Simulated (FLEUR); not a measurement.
BaTiO3 under changes of volume

One of the cells (12.858 Å³/atom); the others are scaled copies at fixed shape and fractional positions:

```
CELL_PARAMETERS angstrom
4.00600 0.00000 0.00000
0.00000 4.00600 0.00000
0.00000 0.00000 4.00600
ATOMIC_POSITIONS crystal
Ba 0.50000 0.50000 0.50000
Ti 0.00000 0.00000 0.00000
O 0.00000 0.00000 0.50000
O 0.00000 0.50000 0.00000
O 0.50000 0.00000 0.00000
```

| Property | Result |
| --- | --- |
| Program | FLEUR MaX-R8.1 (later development tree) |
| Functional | PBE |
| Potentials or basis | all-electron |
| Basis | FLAPW |
| Kmax | 5.08 1/bohr |
| k mesh | 7 × 7 × 7 |
| Occupations | fermi-dirac, width 0.05 eV |
| Spin | no spin polarisation |

```tsv
volume (Å³/atom)	energy over the lowest point (meV/atom)	gap on the mesh (eV)
12.086	35.36	1.97
12.343	16.90	1.95
12.601	5.35	1.90
12.858	0.00	1.86
13.115	0.03	1.81
13.372	4.95	1.77
13.629	?	?
```

Task: What does the run at 13.629 Å³/atom give?

Result: Energy over the lowest point 14.28 meV/atom; gap on the mesh 1.73 eV.

Worked out: A Birch-Murnaghan fit of order 3 (a polynomial in V^(-2/3)) to the other rows has its minimum at 12.98 Å³/atom with B0 = V·E''(V) = 161 GPa and B' = 5.1. It gives 14.11 meV/atom at 13.629 Å³/atom, against the run's 14.28. A parabola through the other rows of the gap, of slope -2.83 eV per unit of ln V there, extrapolates to 1.71 eV, against the run's 1.73.

Energies are extrapolated to zero smearing.

Caveats: spin-orbit coupling is left out, which moves the levels of the heavy elements; an odd mesh through Γ misses points on the zone boundary, where band edges often lie.
